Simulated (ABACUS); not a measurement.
Write the native input for ABACUS 3.10.1 that does the following.

- Task: single point
- Functional: PBEsol
- Potentials or basis: Ansatz NC PBE
- Cutoff: 1184 eV
- Density cutoff: 4735 eV
- Basis: plane waves
- k mesh: 6 × 6 × 6
- Occupations: fermi-dirac, width 0.05 eV
- Spin: no spin polarisation
- Radial cutoff of the potentials (pseudo_rcut): 10 bohr
- SCF threshold on the density: 1e-08
- Max SCF steps: 100
- Eigensolver: dav
- Mixing: broyden
- Mixing share: 0.7
- Symmetry key: 1
- Bands: 28

Crystal: ZnSe (Stilleite).

```xyz
2
Lattice="0.0000 2.8338 2.8338 2.8338 0.0000 2.8338 2.8338 2.8338 0.0000" Properties=species:S:1:pos:R:3 pbc="T T T"
Se    4.2507    4.2507    4.2507
Zn    0.0000    0.0000    0.0000
```

One way to write it, as run:

INPUT

```
INPUT_PARAMETERS
suffix              ZnSe
calculation         scf
basis_type          pw
pseudo_dir          ./
symmetry            1
dft_functional      pbesol
ecutwfc             87
pseudo_rcut         10
nspin               1
nbands              28
ks_solver           dav
smearing_method     fd
smearing_sigma      0.00367493
scf_thr             1e-08
scf_nmax            100
mixing_type         broyden
mixing_beta         0.7
cal_force           1
cal_stress          1
out_chg             1
kpar                4
```

STRU

```
ATOMIC_SPECIES
Se 78.9710 Se.upf
Zn 65.3800 Zn.upf

LATTICE_CONSTANT
1.8897261246

LATTICE_VECTORS
0.0000000000 2.8338000000 2.8338000000
2.8338000000 0.0000000000 2.8338000000
2.8338000000 2.8338000000 0.0000000000

ATOMIC_POSITIONS
Direct

Se
0.0
1
0.7500000000 0.7500000000 0.7500000000 1 1 1

Zn
0.0
1
0.0000000000 0.0000000000 0.0000000000 1 1 1
```

KPT

```
K_POINTS
0
Gamma
6 6 6 0 0 0
```

Potentials or basis: Ansatz NC PBE, plane waves.

Run with:

```sh
$ OMP_NUM_THREADS=1 mpirun -np 4 abacus > log
```

Results of the run:

- Pressure: -1.4 GPa
- Band gap on the k mesh: 1.15 eV, direct

Caveat: the potentials were made for another functional, which shifts forces and pressure.

It took 6.8 s on 4 MPI ranks on Intel(R) Xeon(R) 6975P-C (Granite Rapids) (shared host), peak memory 0.44 GiB a rank.
